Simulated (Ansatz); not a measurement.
Lu in several cubic structure types, each at its own equilibrium volume.

Level of theory: PBE, plane waves, PAW datasets (generated soft set 1) in Ansatz.

Settings: cutoff 420 eV; no spin polarisation; Fermi–Dirac smearing of 0.0612 eV; k-meshes 39³ (bcc), 38³ (fcc).

(1) Rank the structures by energy per atom, lowest first.
A. fcc
B. bcc

(2) Give the equilibrium volume and bulk modulus of each.

## Answers

(1) A (0.0 meV/atom), B (95 meV/atom).

(2) 
```csv
structure,V₀ (Å³/atom),B₀ (GPa)
bcc,29.63,43
fcc,28.97,42
```

Only these cubic types are compared here; the real ground state can be another structure or magnetic.

Model structures, not the usual forms at ambient conditions (metastable or hypothetical): Lu (bcc type), Lu (fcc type).
